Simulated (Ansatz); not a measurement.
MgS under changes of volume

One of the cells (18.192 Å³/atom); the others are scaled copies at fixed shape and fractional positions:

```
S Mg
1.0
     0.00000    2.63004    2.63004
     2.63004    0.00000    2.63004
     2.63004    2.63004    0.00000
S Mg
1 1
Direct
  0.25000 0.25000 0.25000
  0.00000 0.00000 0.00000
```

The cell comes from a database or a generator and needn't be the stable form of this composition.

```yaml
Program: Ansatz 0.2.0
Functional: PBE0
Potentials_or_basis: Ansatz PAW
Cutoff: "420 eV (not typed: the program's choice for these potentials)"
k_mesh: 6 × 6 × 6
Occupations: gaussian, width 0.05 eV
Spin: no spin polarisation
```

```tsv
volume (Å³/atom)	energy over the lowest point (meV/atom)	pressure (GPa)	gap on the mesh (eV)
17.101	?	?	?
17.464	219.77	26.2	5.26
17.828	163.66	23.2	5.29
18.192	114.16	20.4	5.32
18.556	70.71	17.9	5.35
18.920	32.81	15.5	5.38
19.284	0.00	13.4	5.41
```

Q: What does the run at 17.101 Å³/atom give?

A: Energy over the lowest point 283.09 meV/atom; pressure 29.6 GPa; gap on the mesh 5.22 eV.

Worked out: A Birch-Murnaghan fit of order 3 (a polynomial in V^(-2/3)) to the other rows has no minimum within the range. It gives 282.92 meV/atom at 17.101 Å³/atom, against the run's 283.09, and -dE/dV = 29.6 GPa, against 29.6. A straight line through the other rows of the gap, of slope 1.51 eV per unit of ln V, extrapolates to 5.23 eV, against the run's 5.22.

Energies are extrapolated to zero smearing.

Caveats: the PAW data sets come from PBE, with cores solved anew for the run's functional, which leaves a small shift of forces and pressure; the thresholds are loose for stress.

A mesh can miss the band edges.
